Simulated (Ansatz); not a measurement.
# PbS (Galena) (Fm-3m) in Ansatz: equation of state

Aim: energy against volume of PbS (Galena) in PBEsol, for its equilibrium volume and stiffness.

Everything below comes from runs of Ansatz 0.2.0. Logs are shortened: lines on timing, memory, paths and dates and some standing lists are left out, and cuts for length are marked.

## (1) Starting point

It takes space group Fm-3m (No. 225, cubic). Conventional cell: a = 5.931 Å, b = 5.931 Å, c = 5.931 Å, α = 90.00°, β = 90.00°, γ = 90.00°. Pb (site symmetry m-3m) has 6 S at 2.97 Å as nearest neighbours. S (site symmetry m-3m) is surrounded by 6 Pb at 2.97 Å.

## (2) Equation of state, PBEsol

Potentials or basis: all-electron LAPW, scalar-relativistic.

This step only gathers the single runs of the series.

Results:

| Item | Value |
| --- | --- |
| Equilibrium volume | 25.70 Å³/atom |
| Bulk modulus | 59 GPa |
| Pressure derivative of the bulk modulus | 4.0 |

Energy against volume, from the lowest point:
```csv
volume (Å³/atom),energy (meV/atom)
24.521,10.68
25.042,3.13
25.564,0.00
26.086,0.89
26.607,5.43
27.129,13.25
27.651,24.02
```

The run has no spin-orbit coupling, so splittings on Pb are missing.
